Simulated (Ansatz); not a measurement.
## Ga2O3: single point with PBE

The system is Ga2O3.

```
Ga O
1.0
     6.10700   -1.51855    0.00000
     6.10700    1.51855    0.00000
    -1.38599    0.00000    5.63001
Ga O
4 6
Direct
  0.34134 0.34134 0.68598
  0.65866 0.65866 0.31402
  0.90950 0.90950 0.20540
  0.09050 0.09050 0.79460
  0.50410 0.50410 0.74340
  0.49590 0.49590 0.25660
  0.82670 0.82670 0.43680
  0.17330 0.17330 0.56320
  0.83550 0.83550 0.89020
  0.16450 0.16450 0.10980
```

```json
{
 "Program": "Ansatz 0.2.0",
 "Task": "single point",
 "Functional": "PBE",
 "Potentials or basis": "Ansatz PAW",
 "Cutoff": "420 eV (not typed: the program's choice for these potentials)",
 "k mesh": "9 × 9 × 5",
 "Occupations": "gaussian, width 0.015 eV",
 "Spin": "no spin polarisation"
}
```

| Quantity | Value |
| --- | --- |
| Pressure | 9.6 GPa |
| Largest force | 0.219 eV/Å |
| Band gap on the k mesh | 2.44 eV, indirect (least direct gap 2.46 eV) |

Forces on the atoms (eV/Å):
```
Ga   0.020  0.000 -0.066
Ga  -0.020  0.000  0.066
Ga  -0.107  0.000 -0.062
Ga   0.107  0.000  0.062
O   -0.167  0.000 -0.053
O    0.167  0.000  0.053
O    0.016  0.000  0.053
O   -0.016  0.000 -0.053
O   -0.205  0.000  0.077
O    0.205  0.000 -0.077
```

Stress tensor (GPa, compression positive):
```
 9.37  0.00  0.15
 0.00 10.23  0.00
 0.15  0.00  9.07
```

Levels at points of the mesh, in eV from the valence-band top:
| k point | band 41 | band 42 | band 43 | band 44 | band 45 | band 46 | band 47 | band 48 |
| --- | --- | --- | --- | --- | --- | --- | --- | --- |
| (0.00, 0.00, 0.00) | -0.65 | -0.47 | -0.28 | -0.02 | 2.44 | 5.75 | 6.78 | 6.81 |

Wall time 11 s on 4 threads of Intel(R) Xeon(R) Processor @ 2.70GHz (shared host), peak memory 0.78 GiB.

Caveat: odd divisions of the mesh miss points on the zone boundary, where band edges often lie, so the gap on the mesh can be too wide; the pressure holds a Pulay correction of +0.8 GPa for the finite cutoff. A k mesh can miss the band edges.
